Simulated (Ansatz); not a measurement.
Symmetry broken, then relaxed in SiC

The calculation used Ansatz, DFT r2SCAN, scalar-relativistic, plane waves, PAW. Settings: plane waves to 500 eV, k-mesh 12×12×4 (Γ-centred), Gaussian smearing 0.05 eV. No spin polarisation. Energies are free energies at this smearing, counted from the undisturbed cell; pressure is positive in compression.

The starting cell (relaxed at this level):

```
Si C
1.0
     3.07520    0.00000    0.00000
    -1.53760    2.66320    0.00000
     0.00000    0.00000    5.04817
Si C
2 2
Direct
  0.33333 0.66667 0.00460
  0.66667 0.33333 0.50460
  0.33333 0.66667 0.38040
  0.66667 0.33333 0.88040
```

The atoms are displaced (Å, in the unstrained cell):

```csv
atom,ux,uy,uz
Si1,-0.006,-0.002,-0.005
Si2,-0.002,-0.009,-0.003
C3,-0.004,0.000,-0.009
C4,0.012,0.011,0.016
```

The cell is strained by (-0.0048, -0.0051, 0.0098, 0.0029, -0.0559, 0.0997) (xx, yy, zz, yz, xz, xy; engineering shear). Cell and atoms are then relaxed.

Task: Does the relaxation return to the undisturbed structure?

Result: Yes (up to a choice of domain or origin): same space group and volume, and an energy 0.0 meV/atom from it. The disturbance itself cost 101.8 meV/atom. The final space group reads P6_3mc (tolerance 0.05 Å) and the volume changes by 0.00 %.

Final structure:

```
Si C
1.0
     3.07527    0.00002    0.00000
    -1.53762    2.66326    0.00002
    -0.00002    0.00004    5.04800
Si C
2 2
Direct
  0.33333 0.66666 0.00459
  0.66667 0.33333 0.50459
  0.33333 0.66667 0.38041
  0.66667 0.33333 0.88041
```

The relaxation, step by step (energy from the first step; small jumps at an unchanged geometry come where the plane waves are selected anew for the new cell):

```csv
step,ΔE (meV/atom),largest force component (eV/Å),pressure (GPa)
1,0.0,1.291,2.37
2,-85.4,1.216,0.32
3,-97.9,0.740,0.32
4,-101.8,0.016,0.06
5,-101.8,0.000,0.01
6,-101.8,0.000,0.02
```

Frames along the relaxation (Å, eV/Å):

```xyz
4
Lattice="3.061 0.153 -0.086 -1.397 2.573 0.047 -0.141 0.007 5.098" Properties=species:S:1:pos:R:3:forces:R:3 pbc="T T T" step=1
Si    0.082    1.764    0.022   -0.171    0.289    0.316
Si    1.501    0.955    2.528    1.138   -0.188    0.447
C     0.031    1.769    1.933   -1.291    0.259   -0.160
C     1.462    0.978    4.463    0.324   -0.360   -0.602
4
Lattice="3.063 0.034 -0.029 -1.503 2.652 0.020 -0.048 0.011 5.064" Properties=species:S:1:pos:R:3:forces:R:3 pbc="T T T" step=2
Si    0.036    1.776    0.024   -0.346    0.200    0.143
Si    1.483    0.909    2.535    1.216   -0.095    0.378
C     0.012    1.786    1.930   -1.118    0.114   -0.157
C     1.503    0.921    4.455    0.248   -0.219   -0.364
4
Lattice="3.074 0.000 -0.002 -1.537 2.661 0.001 -0.003 0.000 5.050" Properties=species:S:1:pos:R:3:forces:R:3 pbc="T T T" step=3
Si    0.011    1.769    0.021   -0.209    0.136    0.076
Si    1.512    0.890    2.543    0.740   -0.097    0.216
C     0.012    1.774    1.924   -0.664    0.077   -0.158
C     1.535    0.889    4.449    0.133   -0.115   -0.134
4
Lattice="3.075 0.000 0.000 -1.537 2.663 0.000 0.000 0.000 5.048" Properties=species:S:1:pos:R:3:forces:R:3 pbc="T T T" step=4
Si   -0.001    1.775    0.023    0.013   -0.002    0.016
Si    1.538    0.888    2.547   -0.005   -0.002   -0.002
C     0.001    1.775    1.921   -0.002    0.002   -0.009
C     1.537    0.888    4.444   -0.006    0.002   -0.005
4
Lattice="3.075 0.000 0.000 -1.538 2.663 0.000 0.000 0.000 5.048" Properties=species:S:1:pos:R:3:forces:R:3 pbc="T T T" step=5
Si    0.000    1.776    0.023    0.000    0.000    0.000
Si    1.538    0.888    2.547    0.000    0.000    0.000
C     0.000    1.776    1.920    0.000    0.000    0.000
C     1.538    0.888    4.444    0.000    0.000    0.000
4
Lattice="3.075 0.000 0.000 -1.538 2.663 0.000 0.000 0.000 5.048" Properties=species:S:1:pos:R:3:forces:R:3 pbc="T T T" step=6
Si    0.000    1.776    0.023    0.000    0.000    0.000
Si    1.538    0.888    2.547    0.000    0.000    0.000
C     0.000    1.776    1.920    0.000    0.000    0.000
C     1.538    0.888    4.444    0.000    0.000    0.000
```